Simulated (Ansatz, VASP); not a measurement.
## One calculation of Fe, two programs

Contents of INCAR:

```
SYSTEM = Fe
PREC = Accurate ; ENCUT = 520
EDIFF = 1E-8 ; ISMEAR = -1
SIGMA = 0.08 ; LREAL = .False.
LASPH = .True. ; NELM = 80
ALGO = Normal ; ISIF = 2
LWAVE = .False. ; LCHARG = .False.
GGA = PS ; LEFG = .True.
NBANDS = 15
```

KPOINTS

```
regular mesh
0
Gamma
  17 17 10
  0 0 0
```

Contents of POSCAR:

```
Fe
1.0
    2.4422445470      0.0000000000      0.0000000000
   -1.2211222735      2.1150458200      0.0000000000
    0.0000000000      0.0000000000      3.8546984657
Fe
2
Direct
    0.3333333333      0.6666666667      0.2500000000
    0.6666666667      0.3333333333      0.7500000000
```

Input for Ansatz:

```yaml
crystal:
  lattice:
    - [2.442244547, 0.0, 0.0]
    - [-1.2211222735, 2.11504582, 0.0]
    - [0.0, 0.0, 3.8546984657]
  atoms:
    - { symbol: Fe, position: [0.3333333333, 0.6666666667, 0.25] }
    - { symbol: Fe, position: [0.6666666667, 0.3333333333, 0.75] }
kpoints:
  mp_grid: { grid: [17, 17, 10] }
scf:
  occupations: { method: fermi_dirac, width: 0.08 }
hamiltonian:
  xc: pbesol
  pseudopotentials: { kind: all_electron, datasets: crystal }
output:
  forces: true
  stress: true
  eigenvalues: true
  efg: { contact_densities: true }
```

Change from the starting cell: volume scaled by 1.01, crystal datasets.

Alike in both runs: task electric field gradients; functional PBEsol; k mesh 17 × 17 × 10; occupations fermi-dirac, width 0.08 eV; no spin polarisation.

|  | VASP | Ansatz |
| --- | --- | --- |
| version | VASP 6.6.1 | Ansatz 0.2.0 |
| potentials or method | VASP PAW PBE potentials, release 64 (Fe) | all-electron PAW with datasets made for the crystal, scalar-relativistic |
| plane-wave cutoff (eV) | 520 | see its input |

```csv
,VASP,Ansatz,Ansatz less VASP
pressure (GPa),-4.7,-4.3,+0.33
largest component of the traceless stress (GPa),0.40,0.49,+0.089
Vzz of the field gradient on the site that differs most (V/Å²),-8.0,-4.6,+3.47
```

Ansatz ran all-electron here, so the differences hold the error of VASP's frozen core and of both bases. Ansatz warned: «printed_levels_off».

Caveats: the PAW data sets were made with another functional, which shifts forces and pressure a little (VASP); the run has no spin polarisation, though such a crystal can be magnetic. Spin polarisation is off, so any magnetic state and its effect on volume and gap are missing.
